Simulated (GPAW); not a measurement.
Crystal: NiO.

```
Ni O
1.0
     0.00000    2.08590    2.08590
     2.08590    0.00000    2.08590
     2.08590    2.08590    0.00000
Ni O
1 1
Direct
  0.00000 0.00000 0.00000
  0.50000 0.50000 0.50000
```

Base run:

* Program: GPAW 26.7.0
* Functional: r4SCAN
* Potentials or basis: GPAW PAW data sets (gpaw-data 1.2.1)
* Cutoff: 800 eV
* Basis: pw
* k mesh: 8 × 8 × 8
* Occupations: fermi-dirac, width 0.05 eV
* Spin: collinear spin, ferromagnetic start
* Starting moments: [1.0, 0.0] μB

Its results: pressure 6.1 GPa; net moment 2.00 μB per cell; site moments Ni +1.70; O +0.23 μB.

Problem. After a change of settings the same cell gave: pressure 10.5 GPa; net moment 1.79 μB per cell; site moments Ni +1.49; O +0.22 μB. Which change was it?
A. functional from r4SCAN to LDA; potentials or basis from GPAW PAW data sets (gpaw-data 1.2.1) to the program's PAW data sets (release 1.2.1) made for this functional, newer versions; valence electrons from 22 to 24
B. functional from r4SCAN to SCAN
C. functional from r4SCAN to PBE; potentials or basis from GPAW PAW data sets (gpaw-data 1.2.1) to GPAW PAW data sets (gpaw-data 1.2.1), newer versions; valence electrons from 22 to 24
D. functional from r4SCAN to PBE

Solution. D.

Caveats: the stock nickel data set gives pressures a few GPa off other programs; a cell with one magnetic atom can't hold antiferromagnetic order, which such compounds often take; the PAW data sets were made with another functional, which shifts forces and pressure a little (some runs).

Not every run made on this cell is shown here.
